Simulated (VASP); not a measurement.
## VASP 6.6.1 run: KBr

INCAR

```
LCHARG = .FALSE.
NELM = 120
IBRION = -1
GGA = PE
PREC = High
SIGMA = 0.02
LASPH = .TRUE.
ISMEAR = -1
LREAL = .FALSE.
ENCUT = 520
ISIF = 2
EDIFF = 1E-7
NBANDS = 15
NSW = 0
LWAVE = .FALSE.
```

KPOINTS

```
KPOINTS created by Atomic Simulation Environment
0
Gamma
6 6 6
0 0 0
```

POSCAR

```
K  Br
 1.0000000000000000
     0.0000000000000000    3.3022478146999998    3.3022478146999998
     3.2031803803000001    0.0000000000000000    3.3022478146999998
     3.2031803803000001    3.3022478146999998    0.0000000000000000
 K   Br
   1   1
Cartesian
  0.0000000000000000  0.0000000000000000  0.0000000000000000
  3.2031803803000001  3.3022478146999994  3.3022478146999994
```

The recommended PBE PAW datasets give the neutral cell 16 valence electrons.

Command

```
mpirun -np 1 vasp_std
```

OSZICAR

```
N       E                     dE             d eps       ncg     rms          rms(c)
DAV:   1     0.995260698840E+02    0.99526E+02   -0.68791E+03   900   0.942E+02
DAV:   2    -0.303615644192E+00   -0.99830E+02   -0.92074E+02  1146   0.230E+02
DAV:   3    -0.613309708156E+01   -0.58295E+01   -0.57967E+01  1251   0.490E+01
DAV:   4    -0.636246467430E+01   -0.22937E+00   -0.22933E+00  1368   0.836E+00
DAV:   5    -0.636442177779E+01   -0.19571E-02   -0.19571E-02  1293   0.831E-01    0.330E+00
DAV:   6    -0.619774457233E+01    0.16668E+00   -0.21120E-01  1124   0.224E+00    0.241E+00
DAV:   7    -0.618729465844E+01    0.10450E-01   -0.10683E-01  1222   0.178E+00    0.106E+00
DAV:   8    -0.619579463169E+01   -0.85000E-02   -0.11470E-02  1012   0.789E-01    0.115E-01
DAV:   9    -0.619656637592E+01   -0.77174E-03   -0.75514E-04  1201   0.170E-01    0.766E-02
DAV:  10    -0.619684778062E+01   -0.28140E-03   -0.27514E-04   935   0.959E-02    0.111E-02
DAV:  11    -0.619686625718E+01   -0.18477E-04   -0.26663E-05  1119   0.306E-02    0.633E-03
DAV:  12    -0.619686776566E+01   -0.15085E-05   -0.37673E-06   991   0.130E-02    0.145E-03
DAV:  13    -0.619686784809E+01   -0.82436E-07   -0.10941E-07  1114   0.187E-03
   1 F= -.61968678E+01 E0= -.61968678E+01  d E =-.914035E-13
```

From OUTCAR

```
k-points           NKPTS =     30   k-points in BZ     NKDIM =     30   number of bands    NBANDS=     15

   NELECT =      16.0000    total number of electrons

   dimension x,y,z NGX =    36 NGY =   36 NGZ =   36
   dimension x,y,z NGXF=    48 NGYF=   48 NGZF=   48

  energy-cutoff  :      520.00
  volume of cell :       69.86
      direct lattice vectors                 reciprocal lattice vectors
     0.000000000  3.302247815  3.302247815    -0.156094862  0.151412016  0.151412016
     3.203180380  0.000000000  3.302247815     0.156094862 -0.151412016  0.151412016
     3.203180380  3.302247815  0.000000000     0.156094862  0.151412016 -0.151412016

 k-points in reciprocal lattice and weights: KPOINTS created by Atomic Simulation Env
   0.00000000  0.00000000  0.00000000       0.005
   0.16666667 -0.00000000 -0.00000000       0.037
   0.33333333 -0.00000000 -0.00000000       0.037
   0.50000000 -0.00000000 -0.00000000       0.019
   0.16666667  0.16666667  0.00000000       0.019
   0.33333333  0.16666667 -0.00000000       0.074
   0.50000000  0.16666667 -0.00000000       0.074
  -0.33333333  0.16666667 -0.00000000       0.074
   ...

 E-fermi :  -1.1042

 k-point     1 :       0.0000    0.0000    0.0000
  band No.  band energies     occupation
      1     -29.3447      2.00000
      2     -13.9543      2.00000
      3     -12.8268      2.00000
      4     -12.8242      2.00000
      5     -12.8242      2.00000
      6      -1.6313      2.00000
      7      -1.6313      2.00000
      8      -1.6117      2.00000
      9       2.8839      0.00000
     10       5.9219      0.00000
     11       5.9219      0.00000
     12       6.1133      0.00000
     13       6.7533      0.00000
     14       6.9025      0.00000
     15      10.0550      0.00000

 k-point     2 :       0.1667   -0.0000   -0.0000
  band No.  band energies     occupation
      1     -29.3430      2.00000
      2     -14.0089      2.00000
      3     -12.8266      2.00000
      4     -12.8264      2.00000
      5     -12.7510      2.00000
      6      -2.0092      2.00000
      7      -1.7260      2.00000
      8      -1.7152      2.00000
      9       3.5563      0.00000
     10       5.8471      0.00000
     11       6.2627      0.00000
     12       6.3812      0.00000
     13       7.1223      0.00000
     14       7.2883      0.00000
     15      10.9673      0.00000

 k-point     3 :       0.3333   -0.0000   -0.0000
  band No.  band energies     occupation
      1     -29.3397      2.00000
      2     -14.1027      2.00000
      3     -12.8314      2.00000
      4     -12.8278      2.00000
      5     -12.6167      2.00000
      6      -2.6106      2.00000
      7      -1.9029      2.00000
      8      -1.8961      2.00000
      9       4.6551      0.00000
     10       6.1608      0.00000
     11       7.1673      0.00000
     12       7.2571      0.00000
     13       8.0530      0.00000
     14       8.2559      0.00000
     15      10.0033      0.00000

 ...

  Total        0.9379978      0.3950389      0.3950389     -0.0000000      0.0000000     -0.0000000
  in kB       21.5120444      9.0598225      9.0598225     -0.0000000      0.0000000     -0.0000000
  external PRESSURE =      13.2105631 kB  Pullay stress =       0.0000000 kB

 POSITION                                       TOTAL-FORCE (eV/Angst)
 -----------------------------------------------------------------------------------
      0.00000      0.00000      0.00000         0.000000     -0.000000      0.000000
      3.20318      3.30225      3.30225         0.000000      0.000000     -0.000000
 -----------------------------------------------------------------------------------
    total drift:                                0.000000     -0.000000     -0.000000

  FREE ENERGIE OF THE ION-ELECTRON SYSTEM (eV)
  ---------------------------------------------------
  free  energy   TOTEN  =        -6.1968678481 eV

  energy  without entropy=       -6.1968678481  energy(sigma->0) =       -6.19686785
```

It converged. Results: gap between bands v and c on the k mesh 4.50 eV; least direct gap on the k mesh 4.50 eV; pressure 1.3 GPa. Band v is the last that the valence electrons fill when counted band by band, and c is the next.

For comparison, a separate PBE run of the intended cell, on usual settings and not on those above, gives a gap of 4.50 eV on its mesh and a pressure of 1.3 GPa.

The run above took about 30 s on one core of a shared host (Intel Xeon Platinum 8488C) and held 0.17 GiB at most.
